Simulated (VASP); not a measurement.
# Ru (P6_3/mmc) in VASP: further runs, part 2 of 2

VASP 6.6.1. The steps go on from the part before.

### 4 Relaxation of shape and atoms at fixed volume, LDA (a relaxed cell with its volume scaled by 0.96)

INCAR reads:

```
ALGO = Normal
EDIFF = 1E-7
EDIFFG = -0.01
ENCUT = 600
GGA = CA
IBRION = 2
ISIF = 4
ISMEAR = 1
LASPH = True
LCHARG = False
LREAL = False
LWAVE = False
NELM = 80
NSW = 40
PREC = Accurate
SIGMA = 0.1
```

KPOINTS reads:

```
k-points
0
Gamma
  15 15 9
```

POSCAR reads:

```
Ru                                      
1.0
    2.6383915072      0.0000000000      0.0000000000
   -1.3191957536      2.2849140704     -0.0000000000
   -0.0000000000      0.0000000000      4.1778522324
  Ru            
     2
Direct
     0.3333333332999970    0.6666666667000030    0.2500000000000000
     0.6666666667000030    0.3333333332999970    0.7500000000000000
```

Potentials or basis: VASP PAW LDA potentials, release 64 (Ru_pv).

Command:

```sh
$ cat potpaw_LDA.64/Ru_pv/POTCAR > POTCAR
$ mpirun -np 1 vasp_std > vasp.out
```

OUTCAR:

```text
EDIFF = 1E-7
   EDIFFG = -0.01
   ENCUT = 600
   GGA = CA
   IBRION = 2
   ISIF = 4
   ISMEAR = 1
   LASPH = True
   LREAL = False
   NELM = 80
   NSW = 40
   PREC = Accurate

 ion  position               nearest neighbor table
   1  0.333  0.667  0.250-   2 2.59   2 2.59   2 2.59   2 2.59   2 2.59   2 2.59
   2  0.667  0.333  0.750-   1 2.59   1 2.59   1 2.59   1 2.59   1 2.59   1 2.59

  LATTYP: Found a hexagonal cell.
 ALAT       =     2.6383915072
 C/A-ratio  =     1.5834845666

  Lattice vectors:

 A1 = (   2.6383915072,   0.0000000000,   0.0000000000)
 A2 = (  -1.3191957536,   2.2849140704,   0.0000000000)
 A3 = (   0.0000000000,   0.0000000000,   4.1778522324)

Analysis of symmetry for initial positions (statically):
=====================================================================
 Subroutine PRICEL returns:
 Original cell was already a primitive cell.

 Routine SETGRP: Setting up the symmetry group for a
 hexagonal supercell.

 Subroutine GETGRP returns: Found 24 space group operations
 (whereof 12 operations were pure point group operations)
 out of a pool of 24 trial point group operations.

The static configuration has the point symmetry D_3d.
 The point group associated with its full space group is D_6h.

Analysis of symmetry for dynamics (positions and initial velocities):
=====================================================================
 Subroutine PRICEL returns:
 Original cell was already a primitive cell.

 Routine SETGRP: Setting up the symmetry group for a
 hexagonal supercell.

 Subroutine GETGRP returns: Found 24 space group operations
 (whereof 12 operations were pure point group operations)
 out of a pool of 24 trial point group operations.

The dynamic configuration has the point symmetry D_3d.
 The point group associated with its full space group is D_6h.

 Subroutine INISYM returns: Found 24 space group operations
 (whereof 12 operations are pure point group operations),
 and found     1 'primitive' translations

----------------------------------------------------------------------------------------

                                     Primitive cell

  volume of cell :      25.1862

  direct lattice vectors                    reciprocal lattice vectors
     2.638391507  0.000000000  0.000000000     0.379018806  0.218826610  0.000000000
    -1.319195754  2.284914070  0.000000000     0.000000000  0.437653220  0.000000000
     0.000000000  0.000000000  4.177852232     0.000000000  0.000000000  0.239357436

  length of vectors
     2.638391507  2.638391507  4.177852232     0.437653220  0.437653220  0.239357436

  position of ions in fractional coordinates (direct lattice)
     0.333333333  0.666666667  0.250000000
     0.666666667  0.333333333  0.750000000

  ion indices of the primitive-cell ions
   primitive index   ion index
                 1           1
                 2           2

----------------------------------------------------------------------------------------

 KPOINTS: k-points

Automatic generation of k-mesh.
 Grid dimensions read from file:
 generate k-points for:   15   15    9

 Generating k-lattice:
[... 23 lines left out ...]
  0.266667  0.000000  0.000000      6.000000
  0.333333 -0.000000  0.000000      6.000000
[... 16 lines left out ...]
  0.333333  0.200000  0.000000     12.000000
  0.400000  0.200000  0.000000      6.000000
 [... further k-points ...]
   k-points           NKPTS =    135   k-points in BZ     NKDIM =    135   number of bands    NBANDS=     18
   number of dos      NEDOS =    301   number of ions     NIONS =      2
   total plane-waves  NPLWV =  20736
   dimension x,y,z NGX =    24 NGY =   24 NGZ =   36
   dimension x,y,z NGXF=    48 NGYF=   48 NGZF=   72
   ions per type =               2
   NGX,Y,Z   is equivalent  to a cutoff of  15.12, 15.12, 14.33 a.u.
   NGXF,Y,Z  is equivalent  to a cutoff of  30.24, 30.24, 28.65 a.u.
 SYSTEM =  unknown system
   PREC   = accura    normal or accurate (medium, high low for compatibility)
   ISTART =      0    job   : 0-new  1-cont  2-samecut
   ICHARG =      2    charge: 1-file 2-atom 10-const
   ISPIN  =      1    spin polarized calculation?
   LNONCOLLINEAR =      F non collinear calculations
   LSORBIT =      F    spin-orbit coupling
   LASPH  =      T    aspherical Exc in radial PAW
   ENCUT  =  600.0 eV  44.10 Ry    6.64 a.u.   5.27  5.27  8.34*2*pi/ulx,y,z
   NELM   =     80;   NELMIN=  2; NELMDL= -5     # of ELM steps
   EDIFF  = 0.1E-06   stopping-criterion for ELM
   LREAL  =      F    real-space projection
   EDIFFG = -.1E-01   stopping-criterion for IOM
   NSW    =     40    number of steps for IOM
   IBRION =      2    ionic relax: 0-MD 1-quasi-New 2-CG
   NFREE  =      1    steps in history (QN), initial steepest desc. (CG)
   ISIF   =      4    stress and relaxation
   ISYM   =      2    0-nonsym 1-usesym 2-fastsym
   POTIM  = 0.5000    time-step for ionic-motion
   TEBEG  =    0.0;   TEEND  =   0.0 temperature during run
   PSTRESS=    0.0 pullay stress
   NELECT =      28.0000    total number of electrons
   NUPDOWN=      -1.0000    fix difference up-down
   EMIN   =  10.00;   EMAX   =-10.00  energy-range for DOS
   EFERMI =   0.00;   METHOD = LEGACY
   ISMEAR =     1;   SIGMA  =   0.10  broadening in eV -4-tet -1-fermi 0-gaus
   EFERMI_NEDOS =   21; number of points for ismear=-14 and -15
   IALGO  =     38    algorithm
   IMIX   =      4    mixing-type and parameters
     AMIX     =   0.40;   BMIX     =  1.00
     AMIX_MAG =   1.60;   BMIX_MAG =  1.00
  volume/ion in A,a.u.               =      12.59        84.98
  Fermi-wavevector in a.u.,A,eV,Ry     =   1.695926  3.204835 39.132579  2.876163
  Thomas-Fermi vector in A             =   2.776881
   LORBIT       =      0    0 simple, 1 ext, 2 COOP (PROOUT), +10 PAW based schemes
   GGA     = CA    functional components
   LHFCALC =     F    Hartree Fock is set to
   AEXX    =    0.0000 exact exchange contribution
   IVDW    =     0    specifies the selected vdW correction
   LEPSILON=     F    determine dielectric tensor
   LRPA    =     F    only Hartree local field effects (RPA)
 conjugate gradient relaxation of ions
 non-spin polarized calculation
 Methfessel and Paxton  Order N= 1 SIGMA  =   0.10
  energy-cutoff  :      600.00
  volume of cell :       25.19
 maximum number of plane-waves:       852
 NGX is ok and might be reduce to    24
   NGX = 11   NGY = 11   NGZ = 17

--------------------------------------- Ionic step        1  -------------------------------------------

 number of electron      28.0000002 magnetization

 Free energy of the ion-electron system (eV)
  ---------------------------------------------------
  ext. energy  EPLUGINS =         0.00000000
  ---------------------------------------------------
  free energy    TOTEN  =       -21.34182498 eV

  energy without entropy =      -21.34045482  energy(sigma->0) =      -21.34136826

------------------------ aborting loop because EDIFF is reached ----------------------------------------

  FORCE on cell =-STRESS in cart. coord.  units (eV):
  Direction    XX          YY          ZZ          XY          YZ          ZX
  --------------------------------------------------------------------------------------
  -------------------------------------------------------------------------------------
  Total        2.5496913      2.5496913      2.6975363      0.0000000     -0.0000000     -0.0000000
  in kB      162.1944508    162.1944508    171.5993728      0.0000000     -0.0000000     -0.0000000
  external PRESSURE =     165.3294248 kB  Pullay stress =       0.0000000 kB
[... 59 lines left out ...]
--------------------------------------- Ionic step        3  -------------------------------------------

 number of electron      28.0000002 magnetization

 Free energy of the ion-electron system (eV)
  ---------------------------------------------------
  ext. energy  EPLUGINS =         0.00000000
  ---------------------------------------------------
  free energy    TOTEN  =       -21.34191006 eV

  energy without entropy =      -21.34070660  energy(sigma->0) =      -21.34150890

 E-fermi :  14.1078     XC(G=0): -14.8471

 val. band max:       14.1014660139   @ k =   0.2667   0.0000   0.3333
 cond. band min:      14.1207745955   @ k =   0.4667   0.0667   0.2222
 fundamental gap:      0.0193085815
 Fermi energy:        14.1078103687

 k-point     1 :       0.0000    0.0000    0.0000
  band No.  band energies     occupation
      1     -29.6445      2.00000
      2     -28.4376      2.00000
      3     -28.4376      2.00000
      4     -28.2227      2.00000
      5     -28.2227      2.00000
      6     -28.1671      2.00000
[... 481 lines left out ...]
      5     -28.6217      2.00000
      6     -28.6017      2.00000
[... 10 lines left out ...]
     17      19.9996      0.00000
     18      21.5677      0.00000

 [... further k-points ...]
[... 5 lines left out ...]
  --------------------------------------------------------------------------------------
  -------------------------------------------------------------------------------------
  Total        2.5883356      2.5883356      2.6021772      0.0000000      0.0000000     -0.0000000
  in kB      164.6527448    164.6527448    165.5332602      0.0000000      0.0000000     -0.0000000
  external PRESSURE =     164.9462499 kB  Pullay stress =       0.0000000 kB
[... 17 lines left out ...]
  FREE ENERGIE OF THE ION-ELECTRON SYSTEM (eV)
  ---------------------------------------------------
  free  energy   TOTEN  =       -21.3419100589 eV

  energy  without entropy=      -21.3407065967  energy(sigma->0) =      -21.34150890

 reached required accuracy - stopping structural energy minimisation
```

CONTCAR:

```text
Ru
   1.00000000000000
     2.6368829466497976   -0.0000000000000000   -0.0000000000000000
    -1.3184414733248988    2.2836076186424696    0.0000000000000000
    -0.0000000000000000   -0.0000000000000000    4.1826338977427904
  Ru
     2
Direct
     0.3333333332999970    0.6666666667000030    0.2500000000000000
     0.6666666667000030    0.3333333332999970    0.7500000000000000

  0.00000000E+00  0.00000000E+00  0.00000000E+00
  0.00000000E+00  0.00000000E+00  0.00000000E+00
```

Run time: 83 s. Hardware: 1 thread of Intel Xeon Platinum 8488C (Sapphire Rapids), shared host; peak memory 0.18 GiB.

Results:

| Property | Result |
| --- | --- |
| Free energy | -21.3419 eV |
| Energy gained by relaxing | 0.0 meV/atom |
| Ionic steps | 3 |
| Pressure after relaxing | 16.5 GPa |
| Band gap on the k mesh | none (metal or under the smearing width) |

Final structure:
```
Ru
1.0
     2.63688    0.00000    0.00000
    -1.31844    2.28361    0.00000
     0.00000    0.00000    4.18263
Ru
2
Direct
  0.33333 0.66667 0.25000
  0.66667 0.33333 0.75000
```

### 5 Relaxation of shape and atoms at fixed volume, LDA (a relaxed cell with its volume scaled by 0.98)

INCAR is that of step 4.

KPOINTS is that of step 4.

POSCAR reads:

```
Ru                                      
1.0
    2.6565878857      0.0000000000      0.0000000000
   -1.3282939429      2.3006725964     -0.0000000000
   -0.0000000000      0.0000000000      4.2066659169
  Ru            
     2
Direct
     0.3333333332999970    0.6666666667000030    0.2500000000000000
     0.6666666667000030    0.3333333332999970    0.7500000000000000
```

Command:

```sh
$ cat potpaw_LDA.64/Ru_pv/POTCAR > POTCAR
$ mpirun -np 1 vasp_std > vasp.out
```

Run time: 70 s. Hardware: 1 thread of Intel Xeon Platinum 8488C (Sapphire Rapids), shared host; peak memory 0.18 GiB.

It converged, with:

| Property | Result |
| --- | --- |
| Free energy | -21.3820 eV |
| Energy gained by relaxing | 0.0 meV/atom |
| Ionic steps | 3 |
| Pressure after relaxing | 7.8 GPa |
| Band gap on the k mesh | none (metal or under the smearing width) |

Final structure:
```xyz
2
Lattice="2.6559 0.0000 0.0000 -1.3279 2.3000 0.0000 0.0000 0.0000 4.2090" Properties=species:S:1:pos:R:3 pbc="T T T"
Ru    0.0000    1.5334    1.0523
Ru    1.3279    0.7667    3.1568
```

Levels at points of the mesh, in eV from the Fermi level:
```csv
k point,band 12,band 13,band 14,band 15,band 16,band 17
"(0.00, 0.00, 0.00)",-2.07,-2.07,-1.48,-1.48,1.32,1.32
```

### 6 The runs side by side

```tsv
task	cell	gap on the mesh (eV)	pressure (GPa)
relaxation of cell and atoms	relaxed	none	0.0
relaxation of shape and atoms at fixed volume	atoms relaxed at fixed volume from: a relaxed cell with its volume scaled by 0.94	none	26.3
relaxation of shape and atoms at fixed volume	atoms relaxed at fixed volume from: a relaxed cell with its volume scaled by 0.96	none	16.5
relaxation of shape and atoms at fixed volume	atoms relaxed at fixed volume from: a relaxed cell with its volume scaled by 0.98	none	7.8
```

Alike in all rows: level LDA; potentials or basis VASP PAW LDA potentials, release 64 (Ru_pv); no spin polarisation; k mesh 15 × 15 × 9; cutoff (eV) 600; smearing methfessel-paxton 0.1 eV.

Absolute energies hang on the potentials; compare differences alone.
